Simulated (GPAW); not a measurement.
The system is Rb.

```xyz
1
Lattice="-2.8025 2.8025 2.8025 2.8025 -2.8025 2.8025 2.8025 2.8025 -2.8025" Properties=species:S:1:pos:R:3 pbc="T T T"
Rb    0.0000    0.0000    0.0000
```

```yaml
Program: GPAW 26.7.0
Task: single point
Functional: PBE
Potentials_or_basis: GPAW PAW data sets (gpaw-data 1.2.1)
Cutoff: 600 eV
Basis: pw
k_mesh: 7 × 7 × 7
Occupations: fermi-dirac, width 0.05 eV
Spin: no spin polarisation
```

On this cell: pressure 0.1 GPa; band gap on the k mesh none (metal or under the smearing width).

The same run follows on a disturbed copy (cell strained at random at fixed volume):

```
Rb
1.0
    -2.92087    2.82641    2.71242
     2.91628   -2.85910    2.74053
     2.84329    2.78152   -2.74511
Rb
1
Cartesian
  -0.0374 0.0067 0.0065
```

Question: What does the disturbed cell give?

Answer: The energy (extrapolated to zero smearing) moves by +0.1 meV/atom; pressure 0.1 GPa; band gap on the k mesh none (metal or under the smearing width).

Stress tensor (GPa, compression positive):
```
0.10 0.07 0.01
0.07 0.08 0.03
0.01 0.03 0.06
```
